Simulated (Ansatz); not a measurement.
Input for Ansatz (plane-wave DFT, PAW):

```yaml
crystal:
  lattice:
    - [0.0, 1.9229614833, 1.9229614833]
    - [1.9229614833, 0.0, 1.9229614833]
    - [1.9229614833, 1.9229614833, 0.0]
  atoms:
    - { symbol: Al, position: [0.0, 0.0, 0.0] }
basis:
  ecutwfc: 420
kpoints:
  mp_grid: { grid: [18, 18, 18] }
hamiltonian:
  xc: pbe
scf:
  occupations: { method: gaussian, width: 0.1 }
output:
  forces: true
  stress: true
  eigenvalues: true
```

Launched with
```bash
ansatz run input.yaml --threads 1 --pin off --max-ram 1331MiB --backend cpu --events-out ev --progress --plain --runs-dir out
```

Computed with DFT PBE, scalar-relativistic, plane waves, PAW in Ansatz 0.2.0.

Part of what the program printed, abridged:

```
Pseudopotentials: kind: paw
Pseudopotential: Al, paw, valence charge 3, recommended cutoff 420 eV (normal)
Functional definition: PBE
Crystal: 1 atom, lattice volume = 14.221 Å³
Basis set: ecut = 420 eV, 283 PW (Γ), exchange–correlation on 40×40×40 points (8 copies of the dense FFT grid, shifted against one another)
Bands: 6, of which v1, the nominal top of the filled ones, is band 2 counted from 1 (1 counted from 0)
Symmetry: 48 space group operations
Space group: Fm-3m (ITA 225), of the structure as read, at distance tolerance 2.4e-5 Å
k-points: 195 of 5832
Initial density: superposition of atomic densities (neutral atoms: chi_scale 0, normalization atom), corrected by the library's trained network
Initial wavefunctions: pseudopotential atomic-orbital guess
Functional: x = pbe(κ = 0.804, μ = 0.21951497), c = pbe(β = 0.06672455)
SCF iter   1: F=—  HF=-537.402262 eV  |F-HF|=—  |Δ(HF+E_count)|=         —  Δρ=1.06e-3  dr2=1.15e-4  ethr=1.77e-3  ⟨swp⟩=4.9  Hψ=10090  notcnv=0
SCF iter   2: F=—  HF=-537.402251 eV  |F-HF|=—  |Δ(HF+E_count)|=   1.06e-5  Δρ=4.99e-4  dr2=2.28e-5  ethr=3.83e-6  ⟨swp⟩=1.2  Hψ=2767  notcnv=0
SCF iter   3: F=—  HF=-537.402246 eV  |F-HF|=—  |Δ(HF+E_count)|=   5.44e-6  Δρ=3.22e-5  dr2=5.18e-8  ethr=7.60e-7  ⟨swp⟩=1.9  Hψ=1302  notcnv=0
SCF iter   4: F=-537.402246 eV  HF=-537.402246 eV  |F-HF|=6.25e-10  |Δ(HF+E_count)|=   7.47e-8  Δρ=3.14e-6  dr2=1.50e-9  ethr=1.73e-9  ⟨swp⟩=2.0  Hψ=1358  notcnv=0
SCF iter   5: F=-537.402246 eV  HF=-537.402246 eV  |F-HF|=5.00e-12  |Δ(HF+E_count)|=  5.47e-10  Δρ=2.80e-7  dr2=1.16e-11  ethr=5.01e-11  ⟨swp⟩=1.0  Hψ=1084  notcnv=0
SCF iter   6: F=-537.402246 eV  HF=-537.402246 eV  |F-HF|=0.00e0  |Δ(HF+E_count)|=  5.12e-12  Δρ=6.38e-9  dr2=5.88e-15  ethr=1.00e-12  ⟨swp⟩=2.2  Hψ=4042  notcnv=0
SCF 1 converged in 6 iterations: F = -537.402246 eV  dr2 = 5.88e-15
SCF converged after 6 iterations
Free energy (F): -537.402246 eV
Harris-Foulkes:  -537.402246 eV  (|F-HF|=0.00e0)
Internal energy: -537.400036 eV  (E = F + TS)
E sigma→0 (E₀):  -537.401141 eV
Entropy (-TS):   -0.002210 eV (-2.210 meV/atom)
Fermi energy:    9.579083 eV
--- Per-component energies (eV) ---
  E_band       = 14.190794
  E_kinetic    = 25.229540
  E_local      = 12.175393  (includes V_loc(G=0)·N_el)
  E_nonlocal   = 10.682645
  E_hartree    = 0.150876
  E_xc         = -40.751190
  E_vxc        = -30.282568  (∫ρ·V_xc dr)
  E_paw        = -467.638806  (= ΣΔE_a)
  E_vpaw       = -3.915965  (= ΣTr[D̂ρ^β])
  E_aug_tail   = -0.000002  (compensation charges beyond the density's cutoff)
  E_ewald      = -77.248492
  E_smearing   = -0.002210  (= −TS)
--- Forces (eV/Å), atoms counted from 1 ---
  atom   1  Al     0.00000000     0.00000000     0.00000000
--- Stress (GPa, compression-positive) ---
       15.987548       0.000000       0.000000
        0.000000      15.987548       0.000000
        0.000000       0.000000      15.987548
  P = ⅓ Tr σ = 15.9875 GPa (159.875 kbar)
--- Band table (eV; the first three rows and the last of 195) ---
  k-point 0: bands = ["-2.6091", "22.9457", "22.9457", "22.9457", "25.7591", "25.7591"]
  k-point 1: bands = ["-2.5166", "21.5259", "22.7516", "22.7516", "26.0737", "26.1010"]
  k-point 2: bands = ["-2.2396", "19.1858", "22.3506", "22.3506", "25.9628", "26.9357"]
  k-point 194: bands = ["8.0785", "9.0780", "9.3665", "11.7257", "25.2649", "27.3552"]
```

The run converged.